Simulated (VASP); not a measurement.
# SnSe (Pm-3m) in VASP: further runs

Aim: see how the results for SnSe move with the level of theory and the settings. Levels: PBE, r2SCAN. Tasks: relaxation of cell and atoms.

All numbers are computed with VASP 6.6.1; they aren't measurements. Logs are shortened: lines on timing, memory, paths and dates and some standing lists are left out, and cuts for length are marked.

### 1 The structure

Symmetry: Pm-3m, No. 221, cubic system. Conventional cell: a = 3.214 Å, b = 3.214 Å, c = 3.214 Å, α = 90.00°, β = 90.00°, γ = 90.00°. Sn (site symmetry m-3m) is surrounded by 8 Se at 2.78 Å. Around Se (site symmetry m-3m) lie 8 Sn at 2.78 Å.

Measurements of this composition are mostly on another form, of space group No. 62.

### 2 Relaxation of cell and atoms, PBE, target pressure 50.1 GPa, at which the enthalpy is minimised

Input file INCAR:

```
SYSTEM = SnSe
ALGO = Normal
EDIFF = 1E-7
EDIFFG = -0.005
ENCUT = 600
GGA = PE
IBRION = 2
ISIF = 3
ISMEAR = 0
LASPH = .TRUE.
LCHARG = .FALSE.
LREAL = .FALSE.
LWAVE = .FALSE.
NELM = 80
NSW = 90
PREC = Accurate
PSTRESS = 501.0
SIGMA = 0.03
```

Input file KPOINTS:

```
k-points
0
G
  8 8 8
  0 0 0
```

Input file POSCAR:

```
SnSe                                    
1.0
    3.2138107285      0.0000000000      0.0000000000
    0.0000000000      3.2138107285      0.0000000000
    0.0000000000     -0.0000000000      3.2138107285
  Sn              Se            
     1     1
Direct
     0.5000000000000000    0.5000000000000000    0.5000000000000000
     0.0000000000000000    0.0000000000000000    0.0000000000000000
```

Potentials or basis: VASP PAW PBE potentials, release 64 (Sn_d, Se).

Started as:

```sh
$ cat potpaw_PBE.64/Sn_d/POTCAR potpaw_PBE.64/Se/POTCAR > POTCAR
$ mpirun -np 1 vasp_std > vasp.out
```

OUTCAR:

```text
SYSTEM = SnSe
   EDIFF = 1E-7
   EDIFFG = -0.005
   ENCUT = 600
   GGA = PE
   IBRION = 2
   ISIF = 3
   ISMEAR = 0
   LASPH = .TRUE.
   LREAL = .FALSE.
   NELM = 80
   NSW = 90
   PREC = Accurate
   PSTRESS = 501.0

 ion  position               nearest neighbor table
   1  0.500  0.500  0.500-   2 2.78   2 2.78   2 2.78   2 2.78   2 2.78   2 2.78   2 2.78   2 2.78

   2  0.000  0.000  0.000-   1 2.78   1 2.78   1 2.78   1 2.78   1 2.78   1 2.78   1 2.78   1 2.78

  LATTYP: Found a simple cubic cell.
 ALAT       =     3.2138107285

  Lattice vectors:

 A1 = (   3.2138107285,   0.0000000000,   0.0000000000)
 A2 = (   0.0000000000,   3.2138107285,   0.0000000000)
 A3 = (   0.0000000000,   0.0000000000,   3.2138107285)

Analysis of symmetry for initial positions (statically):
=====================================================================
 Subroutine PRICEL returns:
 Original cell was already a primitive cell.

 Routine SETGRP: Setting up the symmetry group for a
 simple cubic supercell.

 Subroutine GETGRP returns: Found 48 space group operations
 (whereof 48 operations were pure point group operations)
 out of a pool of 48 trial point group operations.

The static configuration has the point symmetry O_h .

Analysis of symmetry for dynamics (positions and initial velocities):
=====================================================================
 Subroutine PRICEL returns:
 Original cell was already a primitive cell.

 Routine SETGRP: Setting up the symmetry group for a
 simple cubic supercell.

 Subroutine GETGRP returns: Found 48 space group operations
 (whereof 48 operations were pure point group operations)
 out of a pool of 48 trial point group operations.

The dynamic configuration has the point symmetry O_h .

 Subroutine INISYM returns: Found 48 space group operations
 (whereof 48 operations are pure point group operations),
 and found     1 'primitive' translations

----------------------------------------------------------------------------------------

                                     Primitive cell

  volume of cell :      33.1941

  direct lattice vectors                    reciprocal lattice vectors
     3.213810728  0.000000000  0.000000000     0.311157092  0.000000000  0.000000000
     0.000000000  3.213810728  0.000000000     0.000000000  0.311157092  0.000000000
     0.000000000  0.000000000  3.213810728     0.000000000  0.000000000  0.311157092

  length of vectors
     3.213810728  3.213810728  3.213810728     0.311157092  0.311157092  0.311157092

  position of ions in fractional coordinates (direct lattice)
     0.500000000  0.500000000  0.500000000
     0.000000000  0.000000000  0.000000000

  ion indices of the primitive-cell ions
   primitive index   ion index
                 1           1
                 2           2

----------------------------------------------------------------------------------------

 KPOINTS: k-points

Automatic generation of k-mesh.
 Grid dimensions read from file:
 generate k-points for:    8    8    8

 Generating k-lattice:

  Cartesian coordinates                     Fractional coordinates (reciprocal lattice)
     0.038894636  0.000000000  0.000000000     0.125000000  0.000000000  0.000000000
     0.000000000  0.038894636  0.000000000     0.000000000  0.125000000  0.000000000
     0.000000000  0.000000000  0.038894636     0.000000000  0.000000000  0.125000000

  Length of vectors
     0.038894636  0.038894636  0.038894636

  Shift w.r.t. Gamma in fractional coordinates (k-lattice)
     0.000000000  0.000000000  0.000000000

 Subroutine IBZKPT returns following result:
 ===========================================

 Found     35 irreducible k-points:

 Following reciprocal coordinates:
            Coordinates               Weight
  0.000000  0.000000  0.000000      1.000000
  0.125000  0.000000  0.000000      6.000000
  0.250000  0.000000  0.000000      6.000000
  0.375000  0.000000  0.000000      6.000000
  0.500000  0.000000  0.000000      3.000000
  0.125000  0.125000  0.000000     12.000000
[... 16 lines left out ...]
  0.375000  0.375000  0.125000     24.000000
  0.500000  0.375000  0.125000     24.000000
 [... further k-points ...]
   k-points           NKPTS =     35   k-points in BZ     NKDIM =     35   number of bands    NBANDS=     14
   number of dos      NEDOS =    301   number of ions     NIONS =      2
   total plane-waves  NPLWV =  21952
   dimension x,y,z NGX =    28 NGY =   28 NGZ =   28
   dimension x,y,z NGXF=    56 NGYF=   56 NGZF=   56
   ions per type =               1   1
   NGX,Y,Z   is equivalent  to a cutoff of  14.48, 14.48, 14.48 a.u.
   NGXF,Y,Z  is equivalent  to a cutoff of  28.97, 28.97, 28.97 a.u.
 SYSTEM =  SnSe
   PREC   = accura    normal or accurate (medium, high low for compatibility)
   ISTART =      0    job   : 0-new  1-cont  2-samecut
   ICHARG =      2    charge: 1-file 2-atom 10-const
   ISPIN  =      1    spin polarized calculation?
   LNONCOLLINEAR =      F non collinear calculations
   LSORBIT =      F    spin-orbit coupling
   LASPH  =      T    aspherical Exc in radial PAW
   ENCUT  =  600.0 eV  44.10 Ry    6.64 a.u.   6.42  6.42  6.42*2*pi/ulx,y,z
   NELM   =     80;   NELMIN=  2; NELMDL= -5     # of ELM steps
   EDIFF  = 0.1E-06   stopping-criterion for ELM
   LREAL  =      F    real-space projection
   EDIFFG = -.5E-02   stopping-criterion for IOM
   NSW    =     90    number of steps for IOM
   IBRION =      2    ionic relax: 0-MD 1-quasi-New 2-CG
   NFREE  =      1    steps in history (QN), initial steepest desc. (CG)
   ISIF   =      3    stress and relaxation
   ISYM   =      2    0-nonsym 1-usesym 2-fastsym
   POTIM  = 0.5000    time-step for ionic-motion
   TEBEG  =    0.0;   TEEND  =   0.0 temperature during run
   PSTRESS=  501.0 pullay stress
   NELECT =      20.0000    total number of electrons
   NUPDOWN=      -1.0000    fix difference up-down
   EMIN   =  10.00;   EMAX   =-10.00  energy-range for DOS
   EFERMI =   0.00;   METHOD = LEGACY
   ISMEAR =     0;   SIGMA  =   0.03  broadening in eV -4-tet -1-fermi 0-gaus
   EFERMI_NEDOS =   21; number of points for ismear=-14 and -15
   IALGO  =     38    algorithm
   IMIX   =      4    mixing-type and parameters
     AMIX     =   0.40;   BMIX     =  1.00
     AMIX_MAG =   1.60;   BMIX_MAG =  1.00
  volume/ion in A,a.u.               =      16.60       112.00
  Fermi-wavevector in a.u.,A,eV,Ry     =   1.382710  2.612944 26.012813  1.911888
  Thomas-Fermi vector in A             =   2.507376
   LORBIT       =      0    0 simple, 1 ext, 2 COOP (PROOUT), +10 PAW based schemes
   GGA     = PE    functional components
   LHFCALC =     F    Hartree Fock is set to
   AEXX    =    0.0000 exact exchange contribution
   IVDW    =     0    specifies the selected vdW correction
   LEPSILON=     F    determine dielectric tensor
   LRPA    =     F    only Hartree local field effects (RPA)
 conjugate gradient relaxation of ions
 non-spin polarized calculation
 Gauss-broadening in eV      SIGMA  =   0.03
  energy-cutoff  :      600.00
  volume of cell :       33.19
 maximum number of plane-waves:      1141
 NGX is ok and might be reduce to    28
   NGX = 13   NGY = 13   NGZ = 13

--------------------------------------- Ionic step        1  -------------------------------------------

 number of electron      19.9999998 magnetization

 Free energy of the ion-electron system (eV)
  ---------------------------------------------------
  ext. energy  EPLUGINS =         0.00000000
  ---------------------------------------------------
  free energy    TOTEN  =        -5.92014120 eV

  energy without entropy =       -5.91979271  energy(sigma->0) =       -5.91996695

------------------------ aborting loop because EDIFF is reached ----------------------------------------

  FORCE on cell =-STRESS in cart. coord.  units (eV):
  Direction    XX          YY          ZZ          XY          YZ          ZX
  --------------------------------------------------------------------------------------
  -------------------------------------------------------------------------------------
  Total       10.3697683     10.3697683     10.3697683      0.0000000      0.0000000     -0.0000000
  in kB      500.5169014    500.5169014    500.5169014      0.0000000      0.0000000     -0.0000000
  external PRESSURE =      -0.4830986 kB  Pullay stress =     501.0000000 kB

 VOLUME and BASIS-vectors are now :
 -----------------------------------------------------------------------------
  energy-cutoff  :      600.00
  volume of cell :       33.19
      direct lattice vectors                 reciprocal lattice vectors
     3.213810728  0.000000000  0.000000000     0.311157092  0.000000000  0.000000000
     0.000000000  3.213810728  0.000000000     0.000000000  0.311157092  0.000000000
     0.000000000  0.000000000  3.213810728     0.000000000  0.000000000  0.311157092
[... 46 lines left out ...]
  FREE ENERGIE OF THE ION-ELECTRON SYSTEM (eV)
  ---------------------------------------------------
  free  energy   TOTEN  =        -5.9126193074 eV

  energy  without entropy=       -5.9122837148  energy(sigma->0) =       -5.91245151

  enthalpy is  TOTEN    =         4.4596418196 eV   P V=       10.3722611271

--------------------------------------- Ionic step        3  -------------------------------------------

 number of electron      19.9999998 magnetization

 Free energy of the ion-electron system (eV)
  ---------------------------------------------------
  ext. energy  EPLUGINS =         0.00000000
  ---------------------------------------------------
  free energy    TOTEN  =        -5.91787222 eV

  energy without entropy =       -5.91752798  energy(sigma->0) =       -5.91770010

 E-fermi :  12.3220     XC(G=0): -12.2007

 val. band max:       12.2933289425   @ k =   0.3750   0.3750   0.2500
 cond. band min:      12.3684010893   @ k =   0.1250   0.1250   0.1250
 fundamental gap:      0.0750721468
 Fermi energy:        12.3219895459

 k-point     1 :       0.0000    0.0000    0.0000
  band No.  band energies     occupation
      1     -10.0271      2.00000
      2     -10.0271      2.00000
      3      -9.7621      2.00000
      4      -9.7621      2.00000
      5      -9.7621      2.00000
      6      -5.4489      2.00000
      7       7.6917      2.00000
      8       8.6963      2.00000
      9       8.6963      2.00000
     10       8.6963      2.00000
     11      15.2862      0.00000
     12      15.2862      0.00000
     13      21.5073      0.00000
     14      21.5073      0.00000

 k-point     2 :       0.1250    0.0000    0.0000
  band No.  band energies     occupation
      1     -10.0246      2.00000
      2      -9.9950      2.00000
      3      -9.7761      2.00000
      4      -9.7761      2.00000
      5      -9.7609      2.00000
      6      -5.2478      2.00000
      7       5.8882      2.00000
      8       8.9205      2.00000
      9       8.9205      2.00000
     10       9.7433      2.00000
[... 362 lines left out ...]
 k-point    24 :       0.5000    0.3750    0.1250
  band No.  band energies     occupation
      1     -10.0212      2.00000
      2      -9.8755      2.00000
      3      -9.8596      2.00000
      4      -9.8424      2.00000
      5      -9.6810      2.00000
      6      -1.6654      2.00000
      7       2.9054      2.00000
      8       4.8334      2.00000
      9       6.9201      2.00000
     10      10.3080      2.00000
     11      14.6141      0.00000
     12      15.7996      0.00000
     13      18.0299      0.00000
     14      20.4565      0.00000

 [... further k-points ...]

------------------------ aborting loop because EDIFF is reached ----------------------------------------

  FORCE on cell =-STRESS in cart. coord.  units (eV):
  Direction    XX          YY          ZZ          XY          YZ          ZX
  --------------------------------------------------------------------------------------
  -------------------------------------------------------------------------------------
  Total       10.3801178     10.3801178     10.3801178     -0.0000000     -0.0000000      0.0000000
  in kB      501.1260374    501.1260374    501.1260374     -0.0000000     -0.0000000      0.0000000
  external PRESSURE =       0.1260374 kB  Pullay stress =     501.0000000 kB

 VOLUME and BASIS-vectors are now :
 -----------------------------------------------------------------------------
  energy-cutoff  :      600.00
  volume of cell :       33.19
      direct lattice vectors                 reciprocal lattice vectors
     3.213576425  0.000000000 -0.000000000     0.311179779 -0.000000000  0.000000000
     0.000000000  3.213576425  0.000000000    -0.000000000  0.311179779 -0.000000000
    -0.000000000  0.000000000  3.213576425     0.000000000 -0.000000000  0.311179779

 POSITION                                       TOTAL-FORCE (eV/Angst)
 -----------------------------------------------------------------------------------
      1.60679      1.60679      1.60679         0.000000      0.000000      0.000000
      0.00000      0.00000      0.00000        -0.000000     -0.000000      0.000000
 -----------------------------------------------------------------------------------
    total drift:                                0.000000      0.000000      0.000000

  FREE ENERGIE OF THE ION-ELECTRON SYSTEM (eV)
  ---------------------------------------------------
  free  energy   TOTEN  =        -5.9178722192 eV

  energy  without entropy=       -5.9175279807  energy(sigma->0) =       -5.91770010

  enthalpy is  TOTEN    =         4.4596349355 eV   P V=       10.3775071547

 reached required accuracy - stopping structural energy minimisation
```

It took 18 s on 1 thread of Intel Xeon 6975P-C (Granite Rapids), shared host; peak memory 0.17 GiB.

What came out:

```yaml
Free_energy: -5.9179 eV
Relaxed_volume: 16.59 Å³/atom
Relaxed_cell: a = 3.214 Å, b = 3.214 Å, c = 3.214 Å, α = 90.00°, β = 90.00°, γ = 90.00°
Space_group_after_relaxing_to_0.05_Å: Pm-3m (No. 221)
Energy_change_on_relaxing_the_enthalpy_is_what_falls: +1.1 meV/atom
Ionic_steps: 3
Pressure_after_relaxing: 50.1 GPa
Band_gap_on_the_k_mesh: none (metal or under the smearing width)
```

The path:
| step | energy change (eV) | largest force (eV/Å) | pressure (GPa) | volume (Å³) |
| --- | --- | --- | --- | --- |
| 1 | 0.0000 | 0.0000 | 50.05 | 33.19 |
| 2 | 0.0075 | 0.0000 | 50.24 | 33.17 |
| 3 | 0.0023 | 0.0000 | 50.11 | 33.19 |

Final structure:
```
Sn Se
1.0
     3.21358    0.00000    0.00000
     0.00000    3.21358    0.00000
     0.00000    0.00000    3.21358
Sn Se
1 1
Direct
  0.50000 0.50000 0.50000
  0.00000 0.00000 0.00000
```

Levels at points of the mesh, in eV from the Fermi level:
```tsv
k point	band 6	band 7	band 8	band 9	band 10	band 11	band 12	band 13	band 14
(0.00, 0.00, 0.00)	-17.77	-4.63	-3.63	-3.63	-3.63	2.96	2.96	9.19	9.19
(0.50, 0.00, 0.00)	-15.65	-11.72	-1.41	-1.41	0.24	1.95	3.11	3.11	4.70
(0.50, 0.50, 0.00)	-13.70	-8.51	-8.51	-7.26	-0.81	5.15	5.15	6.54	6.83
(0.50, 0.50, 0.50)	-12.91	-5.40	-5.40	-5.40	-3.75	-3.14	-3.14	-3.14	18.83
```

Caveat: the cell is relaxed towards a set pressure, so the enthalpy falls and the energy may rise.

(Part 1 of 3 ends here.)
